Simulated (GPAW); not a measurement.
# TiAl (Pm-3m) in GPAW: settings compared

The runs below take TiAl through band structure, equation of state, with PBEsol, LDA.

Program: GPAW 26.7.0. These are calculated values, not measurements. Logs are shortened: lines on timing, memory, paths and dates and some standing lists are left out, and cuts for length are marked. The log counts tension as positive stress, the text compression.

### 1 The structure

It takes space group Pm-3m (No. 221, cubic). The conventional cell has a = 3.179 Å, b = 3.179 Å, c = 3.179 Å, α = 90.00°, β = 90.00°, γ = 90.00°. Ti (site symmetry m-3m) is surrounded by 8 Al at 2.75 Å. Around Al (site symmetry m-3m) lie 8 Ti at 2.75 Å.

The cell comes from a database or a generator and needn't be the stable form of this composition.

### 2 Band structure, PBEsol

File run.py:

```python
from ase import Atoms
from ase.dft.bandgap import bandgap
from ase.io import write
from ase.units import GPa
from gpaw import GPAW, PW, setup_paths

setup_paths.insert(0, '.')

atoms = Atoms(['Ti', 'Al'],
              cell=[[3.179064, 0.0, 0.0],
                    [0.0, 3.179064, 0.0],
                    [0.0, 0.0, 3.179064]],
              scaled_positions=[[0.0, 0.0, 0.0],
                                [0.5, 0.5, 0.5]],
              pbc=True)

calc = GPAW(mode=PW(600),
            xc='PBEsol',
            kpts={'size': (8, 8, 8), 'gamma': True},
            occupations={'name': 'fermi-dirac', 'width': 0.05},
            nbands=17,
            convergence={'density': 1e-05, 'energy': 1e-05},
            maxiter=150,
            txt='gpaw.txt')
atoms.calc = calc
energy = atoms.get_potential_energy()
forces = atoms.get_forces()
stress = atoms.get_stress()
calc.write('gs.gpw')
write('result.traj', atoms)
print(f'Energy: {energy:.6f} eV')
print('Forces (eV/A):')
print(forces.round(4))
print('Stress (GPa):', (stress / GPa).round(3))
print('Fermi level:', round(calc.get_fermi_level(), 4), 'eV')
print(f'Gap: {bandgap(calc)[0]:.4f} eV, direct: {bandgap(calc, direct=True)[0]:.4f} eV')

path = atoms.cell.bandpath('GXMGRX,MR', npoints=100, eps=1e-4)
bs_calc = calc.fixed_density(kpts=path, symmetry='off', nbands=27,
                             convergence={'bands': 'CBM+6.0', 'eigenstates': 1e-6}, txt='bands.txt')
bs = bs_calc.band_structure()
bs.write('bs.json')
print(f'Gap on the path: {bandgap(bs_calc)[0]:.4f} eV')
```

Potentials or basis: PAW data sets generated in the run's folder for this functional, pw.

The run is started by

```sh
> gpaw-setup -f PBEsol Al Ti
> OMP_NUM_THREADS=1 python run.py
```

gpaw.txt:

```text
__  _  _
 | _ |_)|_||  |
 |__||  | ||/\| - 26.7.0

Input parameters:
  mode=PW(ecut=600.0),
  convergence={'density': 1e-05, 'energy': 1e-05},
  kpts=MonkhorstPack(size=(8, 8, 8), gamma=True),
  maxiter=150,
  nbands=17,
  occupations=Occupations(name='fermi-dirac', width=0.05),
  xc=XC(name='PBEsol')

Diagonalizing LCAO Hamiltonian
Converting LCAO to pw mode
   .-------.
  /|       |
 * |       |
 | |  Al   |
 | .-------.
 |/       /
 Ti------*

Atoms  # Å, Bohr magnetons
|   | symbol |        x |        y |        z |    initial magnetic moments |
|---|--------|----------|----------|----------|-----------------------------|
| 0 |     Ti | 0.000000 | 0.000000 | 0.000000 | ( 0.0000,  0.0000,  0.0000) |
| 1 |     Al | 1.589532 | 1.589532 | 1.589532 | ( 0.0000,  0.0000,  0.0000) |

Unit cell  # Å
| periodic |        x |        y |        z |  lengths |    angles |
|----------|----------|----------|----------|----------|-----------|
|      yes | 3.179064 | 0.000000 | 0.000000 | 3.179064 | 90.000000 |
|      yes | 0.000000 | 3.179064 | 0.000000 | 3.179064 | 90.000000 |
|      yes | 0.000000 | 0.000000 | 3.179064 | 3.179064 | 90.000000 |

Number of symmetries: 48
Symmetry operations  # r_c * U_cc + t_c -> r_c
|    | kind |            matrix            |
|----|------|------------------------------|
|  0 |  E   |  1, 0, 0,  0, 1, 0,  0, 0, 1 |
|  1 |  σ   |  1, 0, 0,  0, 1, 0,  0, 0,-1 |
|  2 |  σ   |  1, 0, 0,  0, 0, 1,  0, 1, 0 |
|  3 |  C4  |  1, 0, 0,  0, 0, 1,  0,-1, 0 |
|  4 |  C4  |  1, 0, 0,  0, 0,-1,  0, 1, 0 |
|  5 |  σ   |  1, 0, 0,  0, 0,-1,  0,-1, 0 |
|  6 |  σ   |  1, 0, 0,  0,-1, 0,  0, 0, 1 |
|  7 |  C2  |  1, 0, 0,  0,-1, 0,  0, 0,-1 |
|  8 |  σ   |  0, 1, 0,  1, 0, 0,  0, 0, 1 |
|  9 |  C2  |  0, 1, 0,  1, 0, 0,  0, 0,-1 |
| 10 |  C3  |  0, 1, 0,  0, 0, 1,  1, 0, 0 |
| 11 |  S6  |  0, 1, 0,  0, 0, 1, -1, 0, 0 |
| 12 |  S6  |  0, 1, 0,  0, 0,-1,  1, 0, 0 |
| 13 |  C3  |  0, 1, 0,  0, 0,-1, -1, 0, 0 |
| 14 |  C4  |  0, 1, 0, -1, 0, 0,  0, 0, 1 |
| 15 |  S4  |  0, 1, 0, -1, 0, 0,  0, 0,-1 |
| 16 |  C3  |  0, 0, 1,  1, 0, 0,  0, 1, 0 |
| 17 |  S6  |  0, 0, 1,  1, 0, 0,  0,-1, 0 |
| 18 |  σ   |  0, 0, 1,  0, 1, 0,  1, 0, 0 |
| 19 |  C4  |  0, 0, 1,  0, 1, 0, -1, 0, 0 |
| 20 |  C2  |  0, 0, 1,  0,-1, 0,  1, 0, 0 |
| 21 |  S4  |  0, 0, 1,  0,-1, 0, -1, 0, 0 |
| 22 |  S6  |  0, 0, 1, -1, 0, 0,  0, 1, 0 |
| 23 |  C3  |  0, 0, 1, -1, 0, 0,  0,-1, 0 |
| 24 |  S6  |  0, 0,-1,  1, 0, 0,  0, 1, 0 |
| 25 |  C3  |  0, 0,-1,  1, 0, 0,  0,-1, 0 |
| 26 |  C4  |  0, 0,-1,  0, 1, 0,  1, 0, 0 |
| 27 |  σ   |  0, 0,-1,  0, 1, 0, -1, 0, 0 |
| 28 |  S4  |  0, 0,-1,  0,-1, 0,  1, 0, 0 |
| 29 |  C2  |  0, 0,-1,  0,-1, 0, -1, 0, 0 |
| 30 |  C3  |  0, 0,-1, -1, 0, 0,  0, 1, 0 |
| 31 |  S6  |  0, 0,-1, -1, 0, 0,  0,-1, 0 |
| 32 |  C4  |  0,-1, 0,  1, 0, 0,  0, 0, 1 |
| 33 |  S4  |  0,-1, 0,  1, 0, 0,  0, 0,-1 |
| 34 |  S6  |  0,-1, 0,  0, 0, 1,  1, 0, 0 |
| 35 |  C3  |  0,-1, 0,  0, 0, 1, -1, 0, 0 |
| 36 |  C3  |  0,-1, 0,  0, 0,-1,  1, 0, 0 |
| 37 |  S6  |  0,-1, 0,  0, 0,-1, -1, 0, 0 |
| 38 |  σ   |  0,-1, 0, -1, 0, 0,  0, 0, 1 |
| 39 |  C2  |  0,-1, 0, -1, 0, 0,  0, 0,-1 |
| 40 |  σ   | -1, 0, 0,  0, 1, 0,  0, 0, 1 |
| 41 |  C2  | -1, 0, 0,  0, 1, 0,  0, 0,-1 |
| 42 |  C2  | -1, 0, 0,  0, 0, 1,  0, 1, 0 |
| 43 |  S4  | -1, 0, 0,  0, 0, 1,  0,-1, 0 |
| 44 |  S4  | -1, 0, 0,  0, 0,-1,  0, 1, 0 |
| 45 |  C2  | -1, 0, 0,  0, 0,-1,  0,-1, 0 |
| 46 |  C2  | -1, 0, 0,  0,-1, 0,  0, 0, 1 |
| 47 |  i   | -1, 0, 0,  0,-1, 0,  0, 0,-1 |

BZ-sampling:
  Number of BZ points: 512
  Number of IBZ points: 35

  Monkhorst-Pack size: [8, 8, 8]
  Monkhorst-Pack shift: [0.0625, 0.0625, 0.0625]

K-points  # in reciprocal-cell coordinates
|     |                                coordinates |     weight |
|-----|--------------------------------------------|------------|
|   0 | (  0.00000000,   0.00000000,   0.00000000) | 0.00195312 |
|   1 | (  0.12500000,   0.00000000,   0.00000000) | 0.01171875 |
|   2 | (  0.12500000,   0.12500000,   0.00000000) | 0.02343750 |
|   3 | (  0.12500000,   0.12500000,   0.12500000) | 0.01562500 |
|   4 | (  0.25000000,   0.00000000,   0.00000000) | 0.01171875 |
|   5 | (  0.25000000,   0.12500000,   0.00000000) | 0.04687500 |
|   6 | (  0.25000000,   0.12500000,   0.12500000) | 0.04687500 |
|   7 | (  0.25000000,   0.25000000,   0.00000000) | 0.02343750 |
|   8 | (  0.25000000,   0.25000000,   0.12500000) | 0.04687500 |
|   9 | (  0.25000000,   0.25000000,   0.25000000) | 0.01562500 |
| ... |                                            |            |
|  34 | (  0.50000000,   0.50000000,   0.50000000) | 0.00195312 |

Plane wave coefficients: 1108
Cutoff: 600.0 eV

Spin-components: 1 (collinear spins)
Bands:           17
Projectors:      11
Spin-degeneracy: 2
Datatype:        complex128

Parallelization:
  kpt:    1
  domain: 1
  band:   1

Density:
  Valence electrons: 15.0
  Components: 1
  Grid points: [18 18 18]
  Charge: 0.0  # |e|

Potential:
  Grid points: [18 18 18]

species:
  Ti:
    name:    Titanium
    Z:       22.0
    valence: 12
    core:    10
    charge:  0.0  # [|e|]
    compensation charges:
      type: gauss
      rc: 0.38  # [Å]
      lmax: 2
    cutoffs:
      filter: 2.23  # [Å]
      core: 1.02  # [Å]
    projectors
    | kind |    occ | energy [eV] | rcut [Å] |
    |------|--------|-------------|----------|
    |   3s |  2.000 |     -62.441 |    1.270 |
    |   4s |  2.000 |      -4.477 |    1.270 |
    |   3p |  6.000 |     -38.776 |    1.058 |
    |   4p |  0.000 |      -1.449 |    1.058 |
    |   3d |  2.000 |      -4.275 |    1.058 |
    |    d |        |      22.937 |    1.058 |

    Using partial waves for Ti as LCAO basis

  Al:
    name:    Aluminium
    Z:       13.0
    valence: 3
    core:    10
    charge:  0.0  # [|e|]
    compensation charges:
      type: gauss
      rc: 0.34  # [Å]
      lmax: 2
    cutoffs:
      filter: 1.91  # [Å]
      core: 2.36  # [Å]
    projectors
    | kind |    occ | energy [eV] | rcut [Å] |
    |------|--------|-------------|----------|
    |   3s |  2.000 |      -7.715 |    1.085 |
    |   3p |  1.000 |      -2.689 |    1.085 |
    |    s |        |      19.497 |    1.085 |
    |    p |        |      24.522 |    1.085 |
    |    d |        |       0.000 |    1.085 |

    Using partial waves for Al as LCAO basis

Reference energy: -29787.875375  # eV

eigensolver:
  PPCG
  Converge bands: occupied
  niter=2

density mixing:
  MSR1-Mixer
  Pratt-step length: 0.05
  Maximum mixing coefficient: 0.75
  Old densities: 10
  SVD Regularization: 0.005
  Good broyden scale: 1.0
  Trust region scale: 1.0
  Backstep threshold: 4.0
  History deletion threshold: 6.0
  Fourier metric: weight=20.0, sigma=0.015

occupation numbers:
  Fermi-Dirac:
    width: 0.0500  # eV

poisson solver:
  ecut: 4800.0  # eV

xc functional:
  name: PBEsol with 2 nearest neighbor stencil

convergence criteria:
- Maximum integral of absolute [dens]ity change: 1e-05 electrons / valence electron
- Maximum [total energy] change in last 3 cyles: 1e-05 eV / valence electron
- Maximum integral of absolute [eigenst]ate change: 4e-08 eV^2 / valence electron
maximum number of iterations: 150

SCF iterations
|iter     | |      energy | eigst |  dens |
|---------|-|-------------|-------|-------|
|iter:   1| |  -11.963424 | +0.22 |       |
|iter:   2| |  -11.916998 | -1.95 | -1.18 |
|iter:   3| |  -11.786904 | -1.65 | -1.22 |
|iter:   4| |  -11.786536 | -2.96 | -1.73 |
|iter:   5| |  -11.785425 | -3.28 | -1.99 |
|iter:   6| |  -11.785540 | -4.22 | -2.69 |
|iter:   7| |  -11.785542c| -6.08 | -3.63 |
|iter:   8| |  -11.785542c| -7.47c| -4.14 |
|iter:   9| |  -11.785543c| -8.24c| -5.32c|

Converged in 9 steps
Energy contributions relative to reference atoms: (reference = -29787.875375)

Energy contributions:
  Kinetic:          11.202687
  Coulomb:          -8.452214
  Zero:             -0.025252
  External:          0.000000
  Xc:              -14.499103
  Entropy:          -0.023320
  Spinorbit:         0.000000
  ----------------------------
  Free energy:     -11.797202
  Extrapolated:    -11.785543

dipole moment: (-10.118344, -10.118344, -10.118344)  # |e|*Ang

Fermi level: 8.325
Eigenvalues  # (at kpt = [0.000, 0.000, 0.000])
| band index |      eig [eV] | occ [0-2] |
|------------|---------------|-----------|
|          0 |       -48.318 |     2.000 |
|          1 |       -24.635 |     2.000 |
|          2 |       -24.635 |     2.000 |
|          3 |       -24.635 |     2.000 |
|          4 |        -0.935 |     2.000 |
|          5 |         6.892 |     2.000 |
|          6 |         6.892 |     2.000 |
|          7 |        10.126 |     0.000 |
|          8 |        10.126 |     0.000 |
|          9 |        10.126 |     0.000 |
|         10 |        12.734 |     0.000 |
|         11 |        12.734 |     0.000 |
|         12 |        12.734 |     0.000 |
|         13 |        17.182 |     0.000 |
|         14 |        17.182 |     0.000 |
|        ... |               |           |
|         16 |        26.349 |     0.000 |

No gap
No difference between direct/indirect transitions

Forces  # eV/Ang
|        x |        y |        z |
|----------|----------|----------|
| -0.00000 | -0.00000 |  0.00000 |  # Ti   0
|  0.00000 |  0.00000 | -0.00000 |  # Al   1

Stress tensor  # eV/Ang^3
|        x |        y |        z |
|----------|----------|----------|
| 0.015302 | 0.000000 | 0.000000 |
| 0.000000 | 0.015302 | 0.000000 |
| 0.000000 | 0.000000 | 0.015302 |

# Writing to gs.gpw (mode='')
```

Run time: 27 s. Hardware: 1 thread of Arm Neoverse V2, shared host; peak memory 0.23 GiB.

Results:

```
Free energy             : -11.7972 eV
Pressure                : -2.5 GPa
Band gap along the path : none (metal or under the smearing width)
```

Levels at the corners of the path, in eV from the Fermi level:
```csv
point,band 3,band 4,band 5,band 6,band 7,band 8,band 9,band 10,band 11,band 12
Γ,-32.96,-32.96,-9.26,-1.43,-1.43,1.80,1.80,1.80,4.41,4.41
X,-32.95,-32.95,-6.02,-5.19,-0.54,0.14,0.14,2.01,3.02,6.54
M,-33.11,-32.93,-5.01,-2.09,-2.09,-1.47,0.70,0.70,2.76,4.71
Γ,-32.96,-32.96,-9.26,-1.43,-1.43,1.80,1.80,1.80,4.41,4.41
R,-33.09,-33.09,-3.09,-3.09,-3.09,0.64,2.83,2.83,2.90,2.90
X,-32.95,-32.95,-6.02,-5.19,-0.54,0.14,0.14,2.01,3.02,6.54
M,-33.11,-32.93,-5.01,-2.09,-2.09,-1.47,0.70,0.70,2.76,4.71
R,-33.09,-33.09,-3.09,-3.09,-3.09,0.64,2.83,2.83,2.90,2.90
```

### 3 Equation of state, LDA

File run.py:

```python
from ase import Atoms
from ase.eos import EquationOfState
from ase.io import Trajectory
from ase.units import GPa
from gpaw import GPAW, PW

atoms = Atoms(['Ti', 'Al'],
              cell=[[3.179064, 0.0, 0.0],
                    [0.0, 3.179064, 0.0],
                    [0.0, 0.0, 3.179064]],
              scaled_positions=[[0.0, 0.0, 0.0],
                                [0.5, 0.5, 0.5]],
              pbc=True)

traj = Trajectory('eos.traj', 'w')
volumes, energies = [], []
for x in [0.94, 0.96, 0.98, 1.0, 1.02, 1.04, 1.06]:
    a = atoms.copy()
    a.set_cell(atoms.cell * x**(1 / 3), scale_atoms=True)
    calc = GPAW(mode=PW(600),
                xc='LDA',
                kpts={'size': (8, 8, 8), 'gamma': True},
                occupations={'name': 'fermi-dirac', 'width': 0.05},
                nbands=17,
                convergence={'density': 1e-05, 'energy': 1e-05},
                maxiter=150,
                txt=f'eos-{x:.2f}.txt')
    a.calc = calc
    energies.append(a.get_potential_energy(force_consistent=True))
    volumes.append(a.get_volume())
    p = -a.get_stress()[:3].mean() / GPa
    calc.write(f'eos-{x:.2f}.gpw')
    traj.write(a)
    print(f'{x:.2f} {volumes[-1]:10.4f} A^3 {energies[-1]:14.6f} eV {p:9.3f} GPa', flush=True)

v0, e0, B = EquationOfState(volumes, energies, eos='birchmurnaghan').fit()
print(f'V0 = {v0:.4f} A^3, E0 = {e0:.6f} eV, B0 = {B / GPa:.2f} GPa')
```

Potentials or basis: the program's PAW data sets (release 1.2.1) made for this functional, pw.

The run is started by

```sh
> OMP_NUM_THREADS=1 python run.py
```

Wall time 63 s (1 thread of Arm Neoverse V2, shared host); peak memory 0.18 GiB.

Results (log left out):

| Property | Result |
| --- | --- |
| Equilibrium volume | 15.32 Å³/atom |
| Bulk modulus | 125 GPa |
| Pressure derivative of the bulk modulus | 4.0 |

Energy against volume, from the lowest point:
```tsv
volume (Å³/atom)	energy (meV/atom)
15.101	0.99
15.422	0.00
15.743	4.15
16.065	12.82
16.386	25.62
16.707	42.23
17.028	62.09
```
